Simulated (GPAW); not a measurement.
# CuO (F-43m) in GPAW: further runs

The runs below take CuO through single point, with r2SCAN+U, PBEsol+U.

All numbers are computed with GPAW 26.7.0; they aren't measurements. Logs are shortened: lines on timing, memory, paths and dates and some standing lists are left out, and cuts for length are marked. The log counts tension as positive stress, the text compression.

### 1 The crystal as given

The structure is cubic, space group F-43m (No. 216). The conventional cell has a = 4.655 Å, b = 4.655 Å, c = 4.655 Å, α = 90.00°, β = 90.00°, γ = 90.00°. Cu (site symmetry -43m) is surrounded by 4 O at 2.02 Å. O (site symmetry -43m) has 4 Cu at 2.02 Å as nearest neighbours.

Measurements of this composition are mostly on another form, of space group No. 15.

### 2 Single point, r2SCAN+U, collinear spin, ferromagnetic start

run.py

```python
from ase.dft.bandgap import bandgap
from ase.io import read, write
from ase.units import Bohr, GPa
from gpaw import GPAW, PW
from gpaw.elf import elf_from_dft_calculation

atoms = read('POSCAR')
atoms.set_initial_magnetic_moments([0.6, 0.0])

calc = GPAW(mode=PW(800),
            xc='MGGA_X_R2SCAN+MGGA_C_R2SCAN',
            kpts={'size': (7, 7, 7), 'gamma': True},
            occupations={'name': 'methfessel-paxton', 'order': 0, 'width': 0.05},
            setups={'Cu': ':d,6.0'},
            nbands=19,
            convergence={'density': 1e-05, 'energy': 1e-05},
            maxiter=150,
            txt='gpaw.txt')
atoms.calc = calc
energy = atoms.get_potential_energy()
forces = atoms.get_forces()
stress = atoms.get_stress()
calc.write('gs.gpw')
write('result.traj', atoms)
print(f'Energy: {energy:.6f} eV')
print('Forces (eV/A):')
print(forces.round(4))
print('Stress (GPa):', (stress / GPa).round(3))
print('Moments:', calc.get_magnetic_moments().round(3))
print('Fermi level:', round(calc.get_fermi_level(), 4), 'eV')
print(f'Gap: {bandgap(calc)[0]:.4f} eV, direct: {bandgap(calc, direct=True)[0]:.4f} eV')

# fields on the real-space grid
write('density.cube', atoms, data=calc.get_pseudo_density() * Bohr**3)
write('potential.cube', atoms, data=calc.get_electrostatic_potential())
write('spin.cube', atoms, data=(calc.get_pseudo_density(spin=0) - calc.get_pseudo_density(spin=1)) * Bohr**3)
write('elf.cube', atoms, data=elf_from_dft_calculation(calc).data)
```

POSCAR

```
CuO
1.0
    0.0000000000      2.3272527300      2.3272527300
    2.3272527300      0.0000000000      2.3272527300
    2.3272527300      2.3272527300      0.0000000000
Cu O
1 1
Direct
    0.0000000000      0.0000000000      0.0000000000
    0.2500000000      0.2500000000      0.2500000000
```

Potentials or basis: GPAW PAW data sets (gpaw-data 1.2.1), pw.

Command:

```
$ OMP_NUM_THREADS=1 python run.py
```

gpaw.txt:

```text
__  _  _
 | _ |_)|_||  |
 |__||  | ||/\| - 26.7.0

Input parameters:
  mode=PW(ecut=800.0),
  convergence={'density': 1e-05, 'energy': 1e-05},
  kpts=MonkhorstPack(size=(7, 7, 7), gamma=True),
  maxiter=150,
  nbands=19,
  occupations=Occupations(name='methfessel-paxton', order=0, width=0.05),
  setups={'Cu': ':d,6.0'},
  xc=XC(name='MGGA_X_R2SCAN+MGGA_C_R2SCAN')

Diagonalizing LCAO Hamiltonian
Converting LCAO to pw mode

           O

       Cu

Atoms  # Å, Bohr magnetons
|   | symbol |        x |        y |        z |    initial magnetic moments |
|---|--------|----------|----------|----------|-----------------------------|
| 0 |     Cu | 0.000000 | 0.000000 | 0.000000 | ( 0.0000,  0.0000,  0.6000) |
| 1 |      O | 1.163626 | 1.163626 | 1.163626 | ( 0.0000,  0.0000,  0.0000) |

Unit cell  # Å
| periodic |        x |        y |        z |  lengths |    angles |
|----------|----------|----------|----------|----------|-----------|
|      yes | 0.000000 | 2.327253 | 2.327253 | 3.291232 | 60.000000 |
|      yes | 2.327253 | 0.000000 | 2.327253 | 3.291232 | 60.000000 |
|      yes | 2.327253 | 2.327253 | 0.000000 | 3.291232 | 60.000000 |

Number of symmetries: 24
Symmetry operations  # r_c * U_cc + t_c -> r_c
|    | kind |            matrix            |
|----|------|------------------------------|
|  0 |  E   |  1, 0, 0,  0, 1, 0,  0, 0, 1 |
|  1 |  σ   |  1, 0, 0,  0, 0, 1,  0, 1, 0 |
|  2 |  σ   |  1, 0,-1,  0, 1,-1,  0, 0,-1 |
|  3 |  C3  |  1, 0,-1,  0, 0,-1,  0, 1,-1 |
|  4 |  C3  |  1,-1, 0,  0,-1, 1,  0,-1, 0 |
|  5 |  σ   |  1,-1, 0,  0,-1, 0,  0,-1, 1 |
|  6 |  σ   |  0, 1, 0,  1, 0, 0,  0, 0, 1 |
|  7 |  C3  |  0, 1, 0,  0, 0, 1,  1, 0, 0 |
|  8 |  C2  |  0, 1,-1,  1, 0,-1,  0, 0,-1 |
|  9 |  S4  |  0, 1,-1,  0, 0,-1,  1, 0,-1 |
| 10 |  C3  |  0, 0, 1,  1, 0, 0,  0, 1, 0 |
| 11 |  σ   |  0, 0, 1,  0, 1, 0,  1, 0, 0 |
| 12 |  S4  |  0, 0,-1,  1, 0,-1,  0, 1,-1 |
| 13 |  C3  |  0, 0,-1,  0, 1,-1,  1, 0,-1 |
| 14 |  S4  |  0,-1, 1,  1,-1, 0,  0,-1, 0 |
| 15 |  C2  |  0,-1, 1,  0,-1, 0,  1,-1, 0 |
| 16 |  C3  |  0,-1, 0,  1,-1, 0,  0,-1, 1 |
| 17 |  S4  |  0,-1, 0,  0,-1, 1,  1,-1, 0 |
| 18 |  S4  | -1, 1, 0, -1, 0, 1, -1, 0, 0 |
| 19 |  C3  | -1, 1, 0, -1, 0, 0, -1, 0, 1 |
| 20 |  C3  | -1, 0, 1, -1, 1, 0, -1, 0, 0 |
| 21 |  S4  | -1, 0, 1, -1, 0, 0, -1, 1, 0 |
| 22 |  σ   | -1, 0, 0, -1, 1, 0, -1, 0, 1 |
| 23 |  C2  | -1, 0, 0, -1, 0, 1, -1, 1, 0 |

BZ-sampling:
  Number of BZ points: 343
  Number of IBZ points: 20

  Monkhorst-Pack size: [7, 7, 7]
  Monkhorst-Pack shift: [0, 0, 0]

K-points  # in reciprocal-cell coordinates
|     |                                coordinates |     weight |
|-----|--------------------------------------------|------------|
|   0 | (  0.00000000,   0.00000000,   0.00000000) | 0.00291545 |
|   1 | (  0.14285714,   0.14285714,   0.00000000) | 0.01749271 |
|   2 | (  0.14285714,   0.14285714,   0.14285714) | 0.02332362 |
|   3 | (  0.28571429,   0.14285714,   0.14285714) | 0.03498542 |
|   4 | (  0.28571429,   0.28571429,   0.00000000) | 0.01749271 |
|   5 | (  0.28571429,   0.28571429,   0.14285714) | 0.06997085 |
|   6 | (  0.28571429,   0.28571429,   0.28571429) | 0.02332362 |
|   7 | (  0.42857143,  -0.28571429,  -0.28571429) | 0.03498542 |
|   8 | (  0.42857143,   0.28571429,  -0.42857143) | 0.13994169 |
|   9 | (  0.42857143,   0.28571429,  -0.28571429) | 0.06997085 |
| ... |                                            |            |
|  19 | (  0.42857143,   0.42857143,   0.42857143) | 0.02332362 |

Plane wave coefficients: 1313
Cutoff: 800.0 eV

Spin-components: 2 (collinear spins)
Bands:           19
Projectors:      11
Spin-degeneracy: 1
Datatype:        complex128

Parallelization:
  kpt:    1
  domain: 1
  band:   1

Density:
  Valence electrons: 17.0
  Components: 2
  Grid points: [24 24 24]
  Charge: 0.0  # |e|

Potential:
  Grid points: [24 24 24]

species:
  Cu:
    name:    Copper
    Z:       29.0
    valence: 11
    core:    18
    charge:  0.0  # [|e|]
    Hubbard: {U: 6.0,  # eV
              l: 2,
              scale: True}
    compensation charges:
      type: gauss
      rc: 0.33  # [Å]
      lmax: 2
    cutoffs:
      filter: 2.06  # [Å]
      core: 2.43  # [Å]
    projectors
    | kind |    occ | energy [eV] | rcut [Å] |
    |------|--------|-------------|----------|
    |   4s |  1.000 |      -4.609 |    1.164 |
    |   4p |  0.000 |      -0.698 |    1.164 |
    |   3d | 10.000 |      -5.039 |    1.058 |
    |    s |        |      22.603 |    1.164 |
    |    p |        |      26.513 |    1.164 |
    |    d |        |      22.172 |    1.058 |

    Using partial waves for Cu as LCAO basis

  O:
    name:    Oxygen
    Z:       8.0
    valence: 6
    core:    2
    charge:  0.0  # [|e|]
    compensation charges:
      type: gauss
      rc: 0.21  # [Å]
      lmax: 2
    cutoffs:
      filter: 1.17  # [Å]
      core: 0.83  # [Å]
    projectors
    | kind |    occ | energy [eV] | rcut [Å] |
    |------|--------|-------------|----------|
    |   2s |  2.000 |     -23.961 |    0.688 |
    |   2p |  4.000 |      -9.029 |    0.598 |
    |    s |        |       3.251 |    0.688 |
    |    p |        |      18.182 |    0.598 |
    |    d |        |       0.000 |    0.619 |

    Using partial waves for O as LCAO basis

Reference energy: -47062.304142  # eV

eigensolver:
  PPCG
  Converge bands: occupied
  niter=2

density mixing:
  MSR1-Mixer
  Pratt-step length: 0.05
  Maximum mixing coefficient: 0.75
  Old densities: 10
  SVD Regularization: 0.005
  Good broyden scale: 1.0
  Trust region scale: 1.0
  Backstep threshold: 4.0
  History deletion threshold: 6.0
  Fourier metric: weight=20.0, sigma=0.015

occupation numbers:
  Methfessel-Paxton:
    width: 0.0500  # eV
    order: 0

poisson solver:
  ecut: 6400.0  # eV

xc functional:
  name: MGGA_X_R2SCAN+MGGA_C_R2SCAN with 2 nearest neighbor stencil

convergence criteria:
- Maximum integral of absolute [dens]ity change: 1e-05 electrons / valence electron
- Maximum [total energy] change in last 3 cyles: 1e-05 eV / valence electron
- Maximum integral of absolute [eigenst]ate change: 4e-08 eV^2 / valence electron
maximum number of iterations: 150

SCF iterations
|iter     | |      energy | eigst |  dens |  magmom |
|---------|-|-------------|-------|-------|---------|
|iter:   1| |  -20.346802 | -0.14 |       |  +0.5919|
|iter:   2| |  -16.815579 | -1.17 | -0.86 |  +0.5667|
|iter:   3| |  -16.137158 | -1.09 | -0.92 |  +0.4515|
|iter:   4| |  -16.204921 | -2.59 | -1.30 |  +0.3912|
|iter:   5| |  -16.256019 | -2.62 | -1.40 |  +0.2291|
|iter:   6| |  -16.268159 | -3.05 | -1.75 |  +0.1416|
|iter:   7| |  -16.270691 | -3.99 | -2.25 |  +0.1519|
|iter:   8| |  -16.298194 | -3.18 | -2.25 |  +0.2567|
|iter:   9| |  -16.265901 | -3.13 | -1.64 |  +0.1050|
|iter:  10| |  -16.270763 | -3.57 | -2.14 |  +0.1466|
|iter:  11| |  -16.271560 | -4.48 | -2.19 |  +0.2238|
|iter:  12| |  -16.269694 | -4.26 | -1.96 |  +0.1357|
|iter:  13| |  -16.267859 | -4.74 | -2.25 |  +0.0547|
|iter:  14| |  -16.267959 | -4.75 | -2.61 |  +0.0133|
|iter:  15| |  -16.268368 | -4.47 | -2.84 |  -0.0053|
|iter:  16| |  -16.268413 | -5.20 | -3.51 |  -0.0086|
|iter:  17| |  -16.268419c| -6.15 | -3.79 |  -0.0063|
|iter:  18| |  -16.268422c| -6.62 | -3.96 |  -0.0044|
|iter:  19| |  -16.268423c| -8.05c| -4.23 |  -0.0041|
|iter:  20| |  -16.268423c| -8.26c| -4.32 |  -0.0031|
|iter:  21| |  -16.268423c| -7.94c| -4.32 |  -0.0032|
|iter:  22| |  -16.268423c| -8.20c| -4.35 |  -0.0029|
|iter:  23| |  -16.268424c| -8.27c| -4.45 |  -0.0025|
|iter:  24| |  -16.268424c| -8.15c| -4.52 |  -0.0017|
|iter:  25| |  -16.268424c| -8.44c| -4.59 |  -0.0009|
|iter:  26| |  -16.268425c| -8.54c| -4.75 |  -0.0002|
|iter:  27| |  -16.268425c| -7.53c| -5.00c|  +0.0004|

Converged in 27 steps
Energy contributions relative to reference atoms: (reference = -47062.304142)

Energy contributions:
  Kinetic:          25.930301
  Coulomb:         -25.783158
  Zero:              0.154898
  External:          0.000000
  Xc:              -16.569592
  Entropy:          -0.001746
  Spinorbit:         0.000000
  ----------------------------
  Free energy:     -16.269298
  Extrapolated:    -16.268425

dipole moment: (-10.788332, -10.788332, -10.788332)  # |e|*Ang

Total magnetic moment: (0.000000, 0.000000, 0.000432)

Local magnetic moments
|        x |        y |        z |
|----------|----------|----------|
| 0.000000 | 0.000000 | 0.000275 |  # Cu   0
| 0.000000 | 0.000000 | 0.000098 |  # O    1

Fermi level: 2.641
Eigenvalues  # (at kpt = [0.000, 0.000, 0.000])
| band index |      eig [eV] | occ [0-1] |      eig [eV] | occ [0-1] |
|------------|---------------|-----------|---------------|-----------|
|          0 |       -16.132 |     1.000 |       -16.132 |     1.000 |
|          1 |        -1.891 |     1.000 |        -1.890 |     1.000 |
|          2 |        -1.891 |     1.000 |        -1.890 |     1.000 |
|          3 |        -1.891 |     1.000 |        -1.890 |     1.000 |
|          4 |        -0.220 |     1.000 |        -0.219 |     1.000 |
|          5 |        -0.220 |     1.000 |        -0.219 |     1.000 |
|          6 |         3.411 |     0.000 |         3.412 |     0.000 |
|          7 |         3.411 |     0.000 |         3.412 |     0.000 |
|          8 |         3.411 |     0.000 |         3.412 |     0.000 |
|          9 |         4.740 |     0.000 |         4.740 |     0.000 |
|         10 |        18.265 |     0.000 |        18.265 |     0.000 |
|         11 |        18.265 |     0.000 |        18.265 |     0.000 |
|         12 |        18.265 |     0.000 |        18.265 |     0.000 |
|         13 |        24.173 |     0.000 |        24.173 |     0.000 |
|        ... |               |           |               |           |
|         18 |        26.149 |     0.000 |        26.149 |     0.000 |

No gap
No difference between direct/indirect transitions

Forces  # eV/Ang
|        x |        y |        z |
|----------|----------|----------|
| -0.00000 | -0.00000 | -0.00000 |  # Cu   0
| -0.00000 |  0.00000 |  0.00000 |  # O    1

Stress tensor  # eV/Ang^3
|         x |         y |         z |
|-----------|-----------|-----------|
|  0.082714 |  0.000000 | -0.000000 |
|  0.000000 |  0.082714 | -0.000000 |
| -0.000000 | -0.000000 |  0.082714 |

# Writing to gs.gpw (mode='')
```

Run time: 2.2 min. Hardware: 1 thread of Intel Xeon Platinum 8488C (Sapphire Rapids), shared host; peak memory 0.28 GiB.

Results:

```yaml
Free_energy: -16.2693 eV
Pressure: -13.3 GPa
Band_gap_on_the_k_mesh: none (metal or under the smearing width)
Net_moment: 0.00 μB per cell
```

Caveat: with this Cu data set, volumes or pressures lay over 1.5 % or 2 GPa off other programs in two to four cells of ten; the PAW data sets were made with another functional, which shifts forces and pressure a little.

### 3 Single point, PBEsol+U, collinear spin, ferromagnetic start

run.py

```python
from ase.dft.bandgap import bandgap
from ase.io import read, write
from ase.units import GPa
from gpaw import GPAW, PW, setup_paths

setup_paths.insert(0, '.')

atoms = read('POSCAR')
atoms.set_initial_magnetic_moments([0.6, 0.0])

calc = GPAW(mode=PW(800),
            xc='PBEsol',
            kpts={'size': (7, 7, 7), 'gamma': True},
            occupations={'name': 'methfessel-paxton', 'order': 0, 'width': 0.05},
            setups={'Cu': ':d,2.0'},
            nbands=19,
            convergence={'density': 1e-05, 'energy': 1e-05},
            maxiter=150,
            txt='gpaw.txt')
atoms.calc = calc
energy = atoms.get_potential_energy()
forces = atoms.get_forces()
stress = atoms.get_stress()
calc.write('gs.gpw')
write('result.traj', atoms)
print(f'Energy: {energy:.6f} eV')
print('Forces (eV/A):')
print(forces.round(4))
print('Stress (GPa):', (stress / GPa).round(3))
print('Moments:', calc.get_magnetic_moments().round(3))
print('Fermi level:', round(calc.get_fermi_level(), 4), 'eV')
print(f'Gap: {bandgap(calc)[0]:.4f} eV, direct: {bandgap(calc, direct=True)[0]:.4f} eV')
```

POSCAR is that of step 2.

Potentials or basis: PAW data sets generated in the run's folder for this functional, pw.

Command:

```
$ gpaw-setup -f PBEsol Cu O
$ OMP_NUM_THREADS=1 python run.py
```

gpaw.txt:

```text
__  _  _
 | _ |_)|_||  |
 |__||  | ||/\| - 26.7.0

Input parameters:
  mode=PW(ecut=800.0),
  convergence={'density': 1e-05, 'energy': 1e-05},
  kpts=MonkhorstPack(size=(7, 7, 7), gamma=True),
  maxiter=150,
  nbands=19,
  occupations=Occupations(name='methfessel-paxton', order=0, width=0.05),
  setups={'Cu': ':d,2.0'},
  xc=XC(name='PBEsol')

Diagonalizing LCAO Hamiltonian
Converting LCAO to pw mode

           O

       Cu

Atoms  # Å, Bohr magnetons
|   | symbol |        x |        y |        z |    initial magnetic moments |
|---|--------|----------|----------|----------|-----------------------------|
| 0 |     Cu | 0.000000 | 0.000000 | 0.000000 | ( 0.0000,  0.0000,  0.6000) |
| 1 |      O | 1.163626 | 1.163626 | 1.163626 | ( 0.0000,  0.0000,  0.0000) |

Unit cell  # Å
| periodic |        x |        y |        z |  lengths |    angles |
[... 231 lines left out ...]
Fermi level: 3.307
Eigenvalues  # (at kpt = [0.000, 0.000, 0.000])
| band index |      eig [eV] | occ [0-1] |      eig [eV] | occ [0-1] |
|------------|---------------|-----------|---------------|-----------|
|          0 |       -14.699 |     1.000 |       -14.699 |     1.000 |
|          1 |        -1.071 |     1.000 |        -1.071 |     1.000 |
|          2 |        -1.071 |     1.000 |        -1.071 |     1.000 |
|          3 |        -1.071 |     1.000 |        -1.071 |     1.000 |
|          4 |         1.178 |     1.000 |         1.178 |     1.000 |
|          5 |         1.178 |     1.000 |         1.178 |     1.000 |
|          6 |         4.040 |     0.000 |         4.040 |     0.000 |
|          7 |         4.040 |     0.000 |         4.040 |     0.000 |
|          8 |         4.040 |     0.000 |         4.040 |     0.000 |
|          9 |         4.377 |     0.000 |         4.377 |     0.000 |
|         10 |        17.350 |     0.000 |        17.350 |     0.000 |
|         11 |        17.350 |     0.000 |        17.350 |     0.000 |
|         12 |        17.350 |     0.000 |        17.350 |     0.000 |
|         13 |        23.586 |     0.000 |        23.586 |     0.000 |
|        ... |               |           |               |           |
|         18 |        25.614 |     0.000 |        25.614 |     0.000 |

No gap
No difference between direct/indirect transitions

Forces  # eV/Ang
|        x |        y |        z |
|----------|----------|----------|
| -0.00000 | -0.00000 | -0.00000 |  # Cu   0
|  0.00000 | -0.00000 |  0.00000 |  # O    1

Stress tensor  # eV/Ang^3
|         x |         y |         z |
|-----------|-----------|-----------|
|  0.088659 |  0.000000 | -0.000000 |
|  0.000000 |  0.088659 | -0.000000 |
| -0.000000 | -0.000000 |  0.088659 |

# Writing to gs.gpw (mode='')
```

Run time: 59 s. Hardware: 1 thread of Intel Xeon Platinum 8488C (Sapphire Rapids), shared host; peak memory 0.18 GiB.

What came out:

```
Free energy            : -10.1008 eV
Pressure               : -14.2 GPa
Band gap on the k mesh : none (metal or under the smearing width)
Net moment             : 0.00 μB per cell
```

Levels at points of the mesh, in eV from the Fermi level:
Spin up:
```csv
k point,band 5,band 6,band 7,band 8,band 9,band 10,band 11,band 12,band 13,band 14
"(0.00, 0.00, 0.00)",-2.13,-2.13,0.73,0.73,0.73,1.07,14.04,14.04,14.04,20.28
```
Spin down:
| k point | band 6 | band 7 | band 8 | band 9 | band 10 | band 11 | band 12 | band 13 |
| --- | --- | --- | --- | --- | --- | --- | --- | --- |
| (0.00, 0.00, 0.00) | -2.13 | 0.73 | 0.73 | 0.73 | 1.07 | 14.04 | 14.04 | 14.04 |

Caveat: with this Cu data set, volumes or pressures lay over 1.5 % or 2 GPa off other programs in two to four cells of ten. The state reached can hang on the start; a lower one may exist.

### 4 Single point, r2SCAN+U, collinear spin, zero start

Edit run.py of step 3 so:

```diff
@@ -1,16 +1,22 @@
+from ase import Atoms
 from ase.dft.bandgap import bandgap
-from ase.io import read, write
+from ase.io import write
 from ase.units import GPa
-from gpaw import GPAW, PW, setup_paths
+from gpaw import GPAW, PW
 
-setup_paths.insert(0, '.')
-
-atoms = read('POSCAR')
-atoms.set_initial_magnetic_moments([0.6, 0.0])
+atoms = Atoms(['Cu', 'O'],
+              cell=[[0.0, 2.32725273, 2.32725273],
+                    [2.32725273, 0.0, 2.32725273],
+                    [2.32725273, 2.32725273, 0.0]],
+              scaled_positions=[[0.0, 0.0, 0.0],
+                                [0.25, 0.25, 0.25]],
+              pbc=True)
+atoms.set_initial_magnetic_moments([0.0, 0.0])
 
 calc = GPAW(mode=PW(800),
-            xc='PBEsol',
+            xc='MGGA_X_R2SCAN+MGGA_C_R2SCAN',
             kpts={'size': (7, 7, 7), 'gamma': True},
             occupations={'name': 'methfessel-paxton', 'order': 0, 'width': 0.05},
-            setups={'Cu': ':d,2.0'},
+            setups={'Cu': ':d,8.0'},
+            spinpol=True,
             nbands=19,
```

Potentials or basis: GPAW PAW data sets (gpaw-data 1.2.1), pw.

Command:

```
$ OMP_NUM_THREADS=1 python run.py
```

It took 53 s on 1 thread of Intel Xeon Platinum 8488C (Sapphire Rapids), shared host; peak memory 0.27 GiB.

Results (log left out):

```
Free energy            : -16.1832 eV
Pressure               : -12.8 GPa
Band gap on the k mesh : none (metal or under the smearing width)
Net moment             : 0.00 μB per cell
```

Levels at points of the mesh, in eV from the Fermi level:
Spin up:
```tsv
k point	band 7	band 8	band 9	band 10	band 11	band 12
(0.00, 0.00, 0.00)	0.78	0.78	0.78	2.39	15.97	15.97
```
Spin down:
```tsv
k point	band 7	band 8	band 9	band 10	band 11	band 12
(0.00, 0.00, 0.00)	0.78	0.78	0.78	2.39	15.97	15.97
```

Caveat: with this Cu data set, volumes or pressures lay over 1.5 % or 2 GPa off other programs in two to four cells of ten; the PAW data sets were made with another functional, which shifts forces and pressure a little.

### 5 Summary

| level | potentials or basis | spin | U | gap on the mesh (eV) | pressure (GPa) | moment (μB) |
| --- | --- | --- | --- | --- | --- | --- |
| r2SCAN+U | GPAW PAW data sets (gpaw-data 1.2.1), pw | collinear, ferromagnetic start | Cu d U = 6 eV | none | -13.3 | 0.00 |
| PBEsol+U | PAW data sets generated in the run's folder for this functional, pw | collinear, ferromagnetic start | Cu d U = 2 eV | none | -14.2 | 0.00 |
| r2SCAN+U | GPAW PAW data sets (gpaw-data 1.2.1), pw | collinear, zero start | Cu d U = 8 eV | none | -12.8 | 0.00 |

Alike in all rows: task single point; cell as given; k mesh 7 × 7 × 7; cutoff (eV) 800; smearing gaussian 0.05 eV.

Caveats: with this Cu data set, volumes or pressures lay over 1.5 % or 2 GPa off other programs in two to four cells of ten; the PAW data sets were made with another functional, which shifts forces and pressure a little (some runs).

Total energies depend on the potentials used, so only differences within one code and one set of settings carry meaning.
